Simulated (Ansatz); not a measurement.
Density of states of Ti8C5 (R-3m, a = 6.075 Å, b = 6.075 Å, c = 14.728 Å, α = 90.00°, β = 90.00°, γ = 120.00°), in states per eV and primitive cell, averaged over bins of 0.4 eV. Level of theory: DFT PBEsol, scalar-relativistic, plane waves, PAW in Ansatz 0.2.0.

Settings: cutoff 420 eV, Γ-centred mesh 6×6×6 on the computed 13-atom cell, Gaussian smearing of 0.10 eV; no spin polarisation.

The cell is relaxed at this level. The states (both spins) are summed by tetrahedra on a 9×9×9 mesh at the self-consistent density. Energies are bin centres; the table starts no lower than −8 eV and ends at 6 eV, or lower where the solved bands end.

It is a metal at this level.

```
E − E_F (eV) total Ti 3d C 2p Ti 4s C 2s
       -5.25   1.05   0.34  0.48   0.15  0.01
       -4.85   5.10   1.53  2.34   0.86  0.07
       -4.45   8.86   2.69  4.31   1.24  0.15
       -4.05   5.00   1.65  2.46   0.55  0.11
       -3.65   5.95   2.03  3.11   0.49  0.09
       -3.25  10.45   3.60  5.91   0.45  0.10
       -2.85  14.39   6.01  7.65   0.23  0.10
       -2.45  12.57   5.91  6.28   0.09  0.06
       -2.05   8.62   4.24  4.05   0.11  0.05
       -1.65   3.11   1.72  1.20   0.07  0.04
       -1.25   5.42   3.45  0.48   0.97  0.19
       -0.85  11.10   7.89  0.94   1.52  0.12
       -0.45   9.05   7.39  0.65   0.35  0.15
       -0.05   5.75   5.17  0.32   0.12  0.02
        0.35   6.27   5.65  0.28   0.17  0.01
        0.75   8.36   7.65  0.33   0.18  0.02
        1.15   7.28   6.75  0.27   0.11  0.01
        1.55   8.37   7.78  0.35   0.10  0.02
        1.95  11.23  10.30  0.59   0.12  0.06
        2.35   9.94   9.11  0.56   0.07  0.06
        2.75  16.27  14.82  1.00   0.12  0.10
        3.15  21.15  19.48  1.10   0.22  0.15
        3.55  15.11  13.23  1.20   0.30  0.19
        3.95   8.97   6.79  1.57   0.18  0.20
        4.35   8.55   5.68  2.15   0.30  0.15
        4.75   7.56   4.65  1.99   0.30  0.25
        5.15   7.35   4.31  2.02   0.26  0.38
```

The columns after the total are the main Löwdin projections on the occupied valence shells of the potentials; 2 others are left out. The rest of the total lies in those, in shells that are empty in the free atom, which aren't projected, and between the atoms.

Whether Ti8C5 exists in this form wasn't checked.

Cost: 1 run of about 3.3 core-minutes, on Intel Xeon Processor @ 2.50GHz (Skylake/Cascade Lake) (shared hosts).